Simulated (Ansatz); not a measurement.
# PbSe (Clausthalite): a many-body input that goes wrong, and its mend

What is wrong with this input for PbSe (Clausthalite)?

Calculated with Ansatz 0.2.0; G0W0 on PBE, plane waves, PAW; PAW set soft_1.

## Step 1: Starting point

Symmetry: Fm-3m, No. 225, cubic system. Conventional cell: a = 6.121 Å, b = 6.121 Å, c = 6.121 Å, α = 90.00°, β = 90.00°, γ = 90.00°. Nearest to Pb lie 6 Se at 3.06 Å. Nearest to Se lie 6 Pb at 3.06 Å. Farther neighbours and most contacts between anions are not listed.

The cell and positions come from the Crystallography Open Database and are kept as given unless a step says otherwise. Spin-orbit coupling is left out unless a step names it. The default PAW set here is soft_1. Its files were made with PBE.

## Step 2: First try

input.yaml reads:

```yaml
crystal:
  lattice:
    - [0.0, 3.06065, 3.06065]
    - [3.06065, 0.0, 3.06065]
    - [3.06065, 3.06065, 0.0]
  atoms:
    - { symbol: Pb, position: [0.0, 0.0, 0.0] }
    - { symbol: Se, position: [0.5, 0.5, 0.5] }
kpoints:
  mp_grid: { grid: [4, 4, 4] }
hamiltonian:
  xc: pbe
  pseudopotentials: { kind: paw_fr, azcp: { folder: soft_1 } }
scf:
  occupations: { method: fixed }
magnetization:
  noncollinear: true
  spin_orbit: true
gw:
  n_empty_bands: 60
  ecut_chi: 60
  qp_bands: [v2, c2]
  qp_kpoints: band_edges
  screening: { model: contour_deformation }
```

The run is started by

```
$ ansatz run input.yaml --threads 3 --pin off --max-ram 92160MiB --backend cpu --events-out ev --progress --plain --runs-dir out
```

Numbers of over 12 decimals in the logs are rounded to 6 here.

What it wrote:

```text
Error: gw: with magnetization.noncollinear: true — the χ₀/Σ pipeline is wired for the unpolarised channel only — spinor oscillator elements and the per-channel sum are not implemented; use an unpolarised deck
```

Wall time 0.05 s (3 threads of AMD EPYC 7R13 (Zen 3), shared host); peak memory 0.04 GiB.

**What went wrong?**

The input was rejected at the start.

The program's message: “Error: gw: with magnetization.noncollinear: true — the χ₀/Σ pipeline is wired for the unpolarised channel only — spinor oscillator elements and the per-channel sum are not implemented; use an unpolari …”

The fault: spin-orbit coupling. The physics allows it, but this program's G0W0 has no spinor form; spin-orbit coupling is taken from a separate density-functional step.

## Step 3: A better input

Now the one-shot GW correction: screening in the RPA, then the self-energy of the levels asked for. This step takes PAW set soft_1 files.

input.yaml, the sections that differ from step 2:

```yaml
hamiltonian:
  xc: pbe
  pseudopotentials: { kind: paw, azcp: { folder: soft_1 } }
# crystal, kpoints, scf, gw: as in step 2
# magnetization: removed
```

The run is started by

```
$ ansatz run input.yaml --threads 3 --pin off --max-ram 92160MiB --backend cuda --events-out ev --progress --plain --runs-dir out --devices 1 --max-vram 13GiB
```

What it wrote:

```text
GPUs: using 1 of 1 available (devices: 1).
[...]
device memory: the entry about to start is reckoned to put 1.0 GiB on a device that reports 46.3 GiB free (of which the cap on the GPU budget leaves the run 13.0 GiB)
GPU FFT provider: cuFFT
GPU libraries: cuBLAS 13.8.2, cuFFT 12.4.0, cuSOLVER 12.3.4
Crystal: 2 atoms, lattice volume = 57.342 Å³
Basis set: ecut = 420 eV, 1139 PW (Γ)
Bands: 19, of which v1, the nominal top of the filled ones, is band 15 counted from 1 (14 counted from 0)
Symmetry: 48 space group operations
[...]
k-points: 8 of 64
[...]
GPU buffer pool allocated for 27000 grid points (all kernels)
GPU transforms: local potential and band sums: pruned to the plane-wave sphere, on 30×30×30
[...]
SCF iter   1: F=—  HF=-17379.111915 eV  |F-HF|=—  |Δ(HF+E_count)|=         —  Δρ=2.11e-2  dr2=4.02e-1  ethr=3.10e-3  ⟨swp⟩=5.1  Hψ=627  notcnv=0  defer=11
[...]
ik  band        ε_KS         Σx   Σc(E_QP)       V_xc       Z   E_QP_lin       E_QP  E_QP is
     2    14      7.4827   -17.3002     2.4088   -14.7993  0.6993     7.3898     7.3905  root
     2    15      8.9530   -17.0349     1.2032   -15.9273  0.7282     9.0478     9.0485  root
     2    16      9.2475    -8.0201    -3.1794   -11.2887  0.7461     9.3373     9.3367  root
     2    17     10.6578    -8.3783    -3.3793   -11.9361  0.7365    10.8398    10.8363  root
     5    14      7.3413   -16.9308     2.3641   -14.4646  0.6982     7.2382     7.2392  root
     5    15      8.1860   -15.9379     1.3413   -14.5966  0.7200     8.1860     8.1860  root
     5    16     10.3407    -9.5875    -3.1551   -12.9489  0.7393    10.5505    10.5470  root
     5    17     11.1384    -9.0292    -3.4304   -12.6959  0.7276    11.3824    11.3747  root
     7    14      4.7249   -15.6342     3.3970   -12.0609  0.6404     4.5450     4.5484  root
     7    15      8.1583   -17.3082     1.8703   -15.4367  0.7142     8.1570     8.1570  root
     7    16     10.8488    -8.6563    -3.5196   -12.4022  0.7323    11.0817    11.0751  root
     7    17     13.9029    -8.2665    -4.4163   -12.9111  0.6950    14.1375    14.1312  root
[key lines of the parts left out:]
SCF converged after 7 iterations
Free energy (F): -17379.022192 eV
Fermi energy:    8.952970 eV
```

Run time: 9.7 s. Hardware: 1 × NVIDIA H100 80GB HBM3 (shared by 6 runs) with 3 threads; peak memory 0.99 GiB.

Numbers from this step:

- bands summed: 75
- RPA ε∞ on this mesh (eigenvalues): 108.3, 108.3, 108.3
- plane waves in the screening matrix: 59
- q-points in the mesh: 64
- G0W0 gap on the mesh: 0.2881 eV
- k of the valence top: 0, 0, -0.5
- k of the conduction bottom: 0, 0, -0.5
- starting gap on the mesh: 0.2946 eV
- Z at the valence top: 0.7282
- Z at the conduction bottom: 0.7461
- least direct G0W0 gap on the computed points: 0.2881 eV

The gap on the mesh goes from 0.29 eV to 0.29 eV, a correction of −0.01 eV. Between the two edge states, bare exchange in place of the xc potential would open the gap by 4.38 eV, and correlation takes back 4.38 eV.

## Step 4: Results

```yaml
first_try: refused after 0.05 s
better_run: G0W0 gap on the mesh 0.29 eV (4×4×4 mesh, 60 empty bands, screening to 60 eV, PAW set soft_1 files)
```

In words: The second run differs in: start and files. Bands and cutoff are finite, so the gap is not at the basis limit. The miss can reach some tenths of an eV and take either sign; the mesh is an error of its own. The 4×4×4 mesh is coarse for this cell (its supercell is 17 Å along the shortest edge). The RPA ε∞ on it, from the PBE start, is 108.34; such meshes misread the long-range screening, most where the gap is narrow. Where an edge is built on 6p states of lead, bismuth or thallium, scalar-relativistic gaps usually stand too wide, by a few tenths to over one eV. With atoms this heavy and so narrow a gap, spin-orbit coupling can invert the bands. These scalar-relativistic gaps are then model values, not to be set against experiment, and a spin-orbit change taken from DFT can't simply be added. On this mesh the RPA ε∞ passes 90, more than nearly any semiconductor shows; a coarse mesh does this where one point with a narrow direct gap carries much weight. The screening is then too strong, and the G0W0 gap should not be taken as the material's.

[Paths, hosts, dates, memory and timing lines, banners, echoed tables and standing remarks are left out of the program output.]

[Logs are printed without paths, hosts, clocks, repeated set-up lines and the standing remarks that a program may print on its own settings, such as how far it seeks lower states.]

[Runs of the session that timed out or met a known fault of the program may be left out.]

[Cells called generated may have been cut or substituted from an entry of the Crystallography Open Database or the Materials Project.]

[Hosts, paths, dates, database ids (printed as entryN), source tags and the programs' standing remarks are cut or masked in the printed files.]
